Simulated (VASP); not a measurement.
InSb (strained zincblende), r²SCAN single-point calculation: Ansatz's output and VASP's

```yaml
crystal:
  lattice:
    - [0.00000, 3.34248, 3.27951]
    - [3.34248, 0.00000, 3.27951]
    - [3.34248, 3.34248, 0.00000]
  atoms:
    - { symbol: In, position: [0.00000, 0.00000, 0.00000] }
    - { symbol: Sb, position: [0.25000, 0.25000, 0.25000] }
```

Ansatz printed

```
SCF 1 converged in 6 iterations: F = -12111.407415 eV  dr2 = 7.65e-9
  greatest PAW one-centre occupation: 0.993 electrons in one spin orbital (limit 2), on the Sb atom at site 1 (counted from 0), in its partial waves of l = 2
NSCF: frozen V_eff on 6 k-points
SCF converged after 6 iterations
Free energy (F): -12111.407415 eV
Harris-Foulkes:  -12111.407415 eV  (|F-HF|=4.25e-9)
Internal energy: -12111.407249 eV  (E = F + TS)
E sigma→0 (E₀):  -12111.407332 eV
Entropy (-TS):   -0.000166 eV (-0.083 meV/atom)
Fermi energy:    6.295747 eV
--- Per-component energies (eV) ---
  E_band       = -300.747553
  E_kinetic    = 447.917750
  E_local      = -3296.190028  (includes V_loc(G=0)·N_el)
  E_nonlocal   = 731.257893
  E_hartree    = 1415.858874
  E_xc         = -327.115635
  E_vxc        = -207.935900  (∫ρ·V_xc dr)
  E_paw        = -8787.560105  (= ΣΔE_a)
  E_vpaw       = -821.869208  (= ΣTr[D̂ρ^β])
  E_aug_tail   = 0.000007  (compensation charges beyond the density's cutoff)
  E_vtau       = 14.351104  (kinetic-family band-sum trace: ∫τ·v_τ [+ j·A + Jᵃ·Aᵃ] dr)
  E_ewald      = -2297.047589
  E_core_change = 1.471583  (= ΣΔE_core)
  E_smearing   = -0.000166  (= −TS)
  E_closure    = -0.000000  (closes the sum)
  Σ components = -12111.407415   (vs F -12111.407415, Δ=0.00e0)
--- Forces (eV/Å), atoms counted from 1 ---
  atom   1  In     0.00000000    -0.00000000     0.00000000
  atom   2  Sb    -0.00000000    -0.00000000     0.00000000
  max |Σ_I F_I| component: 2.78e-17 eV/Å
--- Stress (GPa, compression-positive) ---
       -1.656087       0.000000       0.000000
        0.000000      -1.656087       0.000000
       -0.000000       0.000000      -1.164597
  P = ⅓ Tr σ = -1.4923 GPa (-14.923 kbar)
--- Band table (eV; the first three rows and the last of 30) ---
  k-point 0: bands = ["-22.8819", "-22.8819", "-22.8818", "-22.8660", "-22.8653", "-8.7239", "-8.7239", "-8.7200", "-8.6508", "-8.6472", "-4.3713", "6.0594", "6.2435", "6.2435", "6.3326", "9.4768", "9.5226", "9.5226"]
  k-point 1: bands = ["-22.8818", "-22.8816", "-22.8816", "-22.8659", "-22.8651", "-8.7321", "-8.7193", "-8.7167", "-8.6512", "-8.6473", "-4.1363", "3.8626", "5.9321", "6.0090", "7.3358", "9.9150", "9.9446", "10.1946"]
  k-point 2: bands = ["-22.8818", "-22.8812", "-22.8812", "-22.8657", "-22.8649", "-8.7504", "-8.7111", "-8.7087", "-8.6510", "-8.6465", "-3.5367", "1.7964", "5.4695", "5.5737", "7.1187", "10.3250", "10.3814", "12.2376"]
  k-point 29: bands = ["-22.8829", "-22.8799", "-22.8799", "-22.8664", "-22.8637", "-8.7874", "-8.6862", "-8.6862", "-8.6672", "-8.6400", "-2.5236", "0.5902", "4.1051", "4.1051", "7.7604", "7.9110", "14.5805", "14.5805"]
```

Each program uses its own PAW datasets. VASP's cell holds 18 valence electrons and Ansatz's 28. Ansatz's stress includes a Pulay correction; VASP's doesn't.

What does VASP give for the same cell and level of theory?

gap between bands v and c 0.09 eV; least direct gap 0.09 eV; pressure -1.5 GPa.

From OUTCAR

```
k-points           NKPTS =     30   k-points in BZ     NKDIM =     30   number of bands    NBANDS=     16

   NELECT =      18.0000    total number of electrons

   dimension x,y,z NGX =    36 NGY =   36 NGZ =   36
   dimension x,y,z NGXF=    72 NGYF=   72 NGZF=   72

  energy-cutoff  :      520.00
  volume of cell :       73.28
      direct lattice vectors                 reciprocal lattice vectors
     0.000000000  3.342479658  3.279513008    -0.149589542  0.149589542  0.152461661
     3.342479658  0.000000000  3.279513008     0.149589542 -0.149589542  0.152461661
     3.342479658  3.342479658  0.000000000     0.149589542  0.149589542 -0.152461661

 k-points in reciprocal lattice and weights: KPOINTS created by Atomic Simulation Env
   0.00000000  0.00000000  0.00000000       0.005
   0.16666667  0.00000000  0.00000000       0.037
   0.33333333  0.00000000  0.00000000       0.037
   0.50000000  0.00000000  0.00000000       0.019
   0.16666667  0.16666667  0.00000000       0.009
   0.33333333  0.16666667  0.00000000       0.037
   0.50000000  0.16666667  0.00000000       0.037
  -0.33333333  0.16666667  0.00000000       0.037
   ...

 E-fermi :   4.1826

 k-point     1 :       0.0000    0.0000    0.0000
  band No.  band energies     occupation
      1     -10.8007      2.00000
      2     -10.8007      2.00000
      3     -10.7970      2.00000
      4     -10.7210      2.00000
      5     -10.7171      2.00000
      6      -6.4906      2.00000
      7       3.9429      1.99999
      8       4.1303      1.86348
      9       4.1303      1.86347
     10       4.2195      0.27307
     11       7.3525      0.00000
     12       7.3985      0.00000
     13       7.3985      0.00000
     14      10.2439      0.00000
     15      12.5793      0.00000
     16      12.8390      0.00000

 k-point     2 :       0.1667    0.0000    0.0000
  band No.  band energies     occupation
      1     -10.8090      2.00000
      2     -10.7962      2.00000
      3     -10.7937      2.00000
      4     -10.7213      2.00000
      5     -10.7171      2.00000
      6      -6.2553      2.00000
      7       1.7441      2.00000
      8       3.8175      2.00000
      9       3.8945      2.00000
     10       5.2188      0.00000
     11       7.7910      0.00000
     12       7.8205      0.00000
     13       8.0729      0.00000
     14      11.3253      0.00000
     15      11.7667      0.00000
     16      11.9144      0.00000

 k-point     3 :       0.3333    0.0000    0.0000
  band No.  band energies     occupation
      1     -10.8275      2.00000
      2     -10.7880      2.00000
      3     -10.7858      2.00000
      4     -10.7210      2.00000
      5     -10.7162      2.00000
      6      -5.6548      2.00000
      7      -0.3261      2.00000
      8       3.3534      2.00000
      9       3.4577      2.00000
     10       4.9992      0.00000
     11       8.1998      0.00000
     12       8.2559      0.00000
     13      10.1171      0.00000
     14      11.2763      0.00000
     15      12.2369      0.00000
     16      12.2473      0.00000

 k-point     4 :       0.5000    0.0000    0.0000
  band No.  band energies     occupation
      1     -10.8366      2.00000
      2     -10.7845      2.00000
      3     -10.7823      2.00000
      4     -10.7203      2.00000
      5     -10.7151      2.00000
      6      -5.2283      2.00000
      7      -1.2689      2.00000
      8       3.1665      2.00000
      9       3.2825      2.00000
     10       4.8451      0.00000
     11       8.1994      0.00000
     12       8.2893      0.00000
     13      10.6337      0.00000
     14      12.5754      0.00000
     15      13.6177      0.00000
     16      13.7539      0.00000

 k-point     5 :       0.1667    0.1667    0.0000
  band No.  band energies     occupation
      1     -10.8151      2.00000
      2     -10.7917      2.00000
      3     -10.7917      2.00000
      4     -10.7244      2.00000
      5     -10.7150      2.00000
      6      -6.1689      2.00000
      7       1.6910      2.00000
      8       3.3376      2.00000
      9       3.3376      2.00000
     10       6.0288      0.00000
     11       6.7838      0.00000
     12       8.5998      0.00000
     13       8.5998      0.00000
     14      10.7463      0.00000
     15      11.9029      0.00000
     16      12.8808      0.00000

 k-point     6 :       0.3333    0.1667    0.0000
  band No.  band energies     occupation
      1     -10.8318      2.00000
      2     -10.7838      2.00000
      3     -10.7830      2.00000
      4     -10.7265      2.00000
      5     -10.7134      2.00000
      6      -5.6720      2.00000
      7       0.0955      2.00000
      8       2.7105      2.00000
      9       2.8763      2.00000
     10       6.1454      0.00000
     11       7.2451      0.00000
     12       9.1139      0.00000
     13       9.2460      0.00000
     14      11.5306      0.00000
     15      12.8511      0.00000
     16      13.1492      0.00000

 ...

  Total       -0.7517801     -0.7517801     -0.5267503      0.0000000      0.0000000      0.0000000
  in kB      -16.4370747    -16.4370747    -11.5169766      0.0000000      0.0000000      0.0000000
  external PRESSURE =     -14.7970420 kB  Pullay stress =       0.0000000 kB

 POSITION                                       TOTAL-FORCE (eV/Angst)
 -----------------------------------------------------------------------------------
      0.00000      0.00000      0.00000         0.000000      0.000000     -0.000000
      1.67124      1.67124      1.63976        -0.000000     -0.000000      0.000000
 -----------------------------------------------------------------------------------
    total drift:                                0.000000      0.000000     -0.000005

  FREE ENERGIE OF THE ION-ELECTRON SYSTEM (eV)
  ---------------------------------------------------
  free  energy   TOTEN  =       -48.7345417953 eV

  energy  without entropy=      -48.7343756820  energy(sigma->0) =      -48.73445874
```
